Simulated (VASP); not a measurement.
Cu, 5 atoms in the cell. The cell holds a slab with vacuum, 5 atoms: a = 2.973 Å, b = 2.973 Å, c = 20.400 Å, α = 90.00°, β = 90.00°, γ = 90.00°. The cell was built by a generator and needn't be a form met in nature.

- Program: VASP 6.6.1
- Task: relaxation of the atoms
- Functional: r2SCAN
- Potentials or basis: VASP PAW PBE potentials, release 64 (Cu)
- Cutoff: 520 eV
- k mesh: 14 × 14 × 1
- Occupations: methfessel-paxton, width 0.2 eV
- Spin: no spin polarisation
- Further INCAR settings: ALGO = Normal; EDIFF = 1e-07; IBRION = 2; EDIFFG = -0.01; NSW = 40

Potentials or basis: VASP PAW PBE potentials, release 64 (Cu).

Launch:

```console
$ cat potpaw_PBE.64/Cu/POTCAR > POTCAR
$ mpirun -np 8 vasp_std > vasp.out
```

Hardware: 8 MPI ranks on Intel(R) Xeon(R) Platinum 8488C (Sapphire Rapids), on a shared host.

Question: Estimate the wall time of this run.

Answer: It took 24 min on 8 MPI ranks on Intel(R) Xeon(R) Platinum 8488C (Sapphire Rapids), on a shared host, peak memory 0.48 GiB a rank. Counts: scf iterations 196, k points 36, ion steps 6.
